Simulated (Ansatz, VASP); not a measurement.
Ba: VASP beside Ansatz

```
Ba
1.0
     3.90828    0.00000    0.00000
     0.00000    3.90828    0.00000
     0.00000    0.00000    3.90828
Ba
1
Direct
  0.00000 0.00000 0.00000
```

Alike in both runs: task single point; functional PBEsol; k mesh 12 × 12 × 12; occupations gaussian, width 0.1 eV; no spin polarisation.

|  | VASP | Ansatz |
| --- | --- | --- |
| version | VASP 6.6.1 | Ansatz 0.2.0 |
| potentials or method | VASP PAW PBE potentials, release 64 (Ba_sv) | scalar-relativistic, plane waves, PAW |
| plane-wave cutoff (eV) | 520 | 420 |
| valence electrons in the cell | 10 | 10 |

|  | VASP | Ansatz | Ansatz less VASP |
| --- | --- | --- | --- |
| gap on the k mesh at the Fermi level (eV) | none | none | - |
| pressure (GPa) | -0.4 | -0.5 | -0.14 |

A gap of «none» marks a metal or a gap that the smearing closes. The functional is the same, so the differences come from potentials, cutoffs and numerics.

Caveats: the PAW data sets were made with another functional, which shifts forces and pressure a little (VASP). Spin-orbit coupling is left out, which matters for the levels of Ba.
